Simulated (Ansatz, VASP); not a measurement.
## Ti: VASP beside Ansatz

```
CELL_PARAMETERS angstrom
0.00000 2.03000 2.03000
2.03000 0.00000 2.03000
2.03000 2.03000 0.00000
ATOMIC_POSITIONS crystal
Ti 0.00000 0.00000 0.00000
```

This isn't the form of Ti at room conditions, which is hcp.

Alike in both runs: functional LDA; k mesh 11 × 11 × 11; occupations methfessel-paxton of order 1, width 0.2 eV; no spin polarisation.

```csv
,VASP,Ansatz
version,VASP 6.6.1,Ansatz 0.2.0
potentials or method,"VASP PAW LDA potentials, release 64 (Ti_sv), cutoff 520 eV","all-electron LAPW, scalar-relativistic"
task,single point,band structure
```

|  | VASP | Ansatz | Ansatz less VASP |
| --- | --- | --- | --- |
| gap on the k mesh at the Fermi level (eV) | none | none | - |
| pressure (GPa) | -5.3 | -5.2 | +0.11 |

A gap of «none» marks a metal or a gap that the smearing closes. Ansatz ran all-electron here, so the differences hold the error of VASP's frozen core and of both bases.
